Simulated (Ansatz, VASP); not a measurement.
**Si: VASP beside Ansatz**

```
CELL_PARAMETERS angstrom
0.00000 2.66629 2.66629
2.66629 0.00000 2.66629
2.66629 2.66629 0.00000
ATOMIC_POSITIONS crystal
Si 0.50000 0.50000 0.50000
Si 0.75000 0.75000 0.75000
```

Change from the starting cell: volume scaled by 0.94.

Alike in both runs: task single point; functional r2SCAN; k mesh 8 × 8 × 8; occupations fermi-dirac, width 0.05 eV; no spin polarisation.

|  | VASP | Ansatz |
| --- | --- | --- |
| version | VASP 6.6.1 | Ansatz 0.2.0 |
| potentials or method | VASP PAW PBE potentials, release 64 (Si) | Ansatz PAW |
| plane-wave cutoff (eV) | 520 | 500 |
| valence electrons in the cell | 8 | 8 |

```tsv
	VASP	Ansatz	Ansatz less VASP
gap on the k mesh at the Fermi level (eV)	0.72	0.71	-0.017
least direct gap on the mesh (eV)	2.78	2.76	-0.018
pressure (GPa)	6.6	6.9	+0.26
```

The functional is the same, so the differences come from potentials, cutoffs and numerics.

Caveats: the PAW data sets were made with another functional, which shifts forces and pressure a little (VASP); the PAW data sets come from PBE, with cores solved anew for the run's functional, which leaves a small shift of forces and pressure (Ansatz). A k mesh can miss the band edges.
